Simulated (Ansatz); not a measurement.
# TaC: the crystal squeezed far

An exercise on one series of results from a longer session: the logs are not shown, and one member is left open.

Program: Ansatz 0.2.0. Level of theory: DFT, PBEsol, PAW with Ansatz's default frozen-core files, scalar-relativistic. These are calculated values, not measurements.

## The structure to begin with

The structure is cubic, space group Fm-3m (No. 225). Conventional cell: a = 4.309 Å, b = 4.309 Å, c = 4.309 Å, α = 90.00°, β = 90.00°, γ = 90.00°. Ta (site symmetry m-3m) has 6 C at 2.15 Å as nearest neighbours. Around C (site symmetry m-3m) lie 6 Ta at 2.15 Å.

Structure file:

```xyz
2
Lattice="0.0000 2.1544 2.1544 2.1544 0.0000 2.1544 2.1544 2.1544 0.0000" Properties=species:S:1:pos:R:3 pbc="T T T"
Ta    0.0000    0.0000    0.0000
C     2.1544    2.1544    2.1544
```

Whether this phase is the stable one at these pressures isn't tested.

Atoms are numbered in the order of the input: Ta1, C2.

Set-up of the first run:

File input.yaml:

```yaml
crystal:
  lattice:
    - [0.0, 2.15443469, 2.15443469]
    - [2.15443469, 0.0, 2.15443469]
    - [2.15443469, 2.15443469, 0.0]
  atoms:
    - { symbol: Ta, position: [0.0, 0.0, 0.0] }
    - { symbol: C, position: [0.5, 0.5, 0.5] }
kpoints:
  mp_grid: { grid: [15, 15, 15] }
scf:
  occupations: { method: fermi_dirac, width: 0.08 }
hamiltonian:
  xc: pbesol
  pseudopotentials: { kind: paw }
output:
  forces: true
  stress: true
relax:
  f_tol: 0.005
  max_steps: 40
  cell: {}
```

Started as:

```
> ansatz run input.yaml --threads 1 --pin off --max-ram 2048MiB --backend cpu --events-out ev --progress --plain --runs-dir out
```

Among the steps run: Cell relaxed at zero pressure, PAW; Volume scaled by 1, PAW; Volume scaled by 0.94, PAW; Volume scaled by 0.88, PAW; Volume scaled by 0.8, PAW; Volume scaled by 0.72, PAW; Volume scaled by 0.64, PAW; Volume scaled by 0.55, PAW.

One table of the session follows, with a row left open; its other results are not shown here.

```
method  volume over the first  volume (Å³/atom)  pressure (GPa)
   PAW                      1            10.942            0.00
   PAW                   0.94            10.286           24.21
   PAW                   0.88             9.629           57.33
   PAW                    0.8             8.754          121.66
   PAW                   0.72             7.878          221.82
   PAW                   0.64             7.003          381.55
   PAW                   0.55                 ?               ?
```

**Question.** Estimate the row for PAW, 0.55.

**Answer.** volume (Å³/atom): 6.018; pressure (GPa): 689.15. In the column «volume (Å³/atom)» it is the lowest.
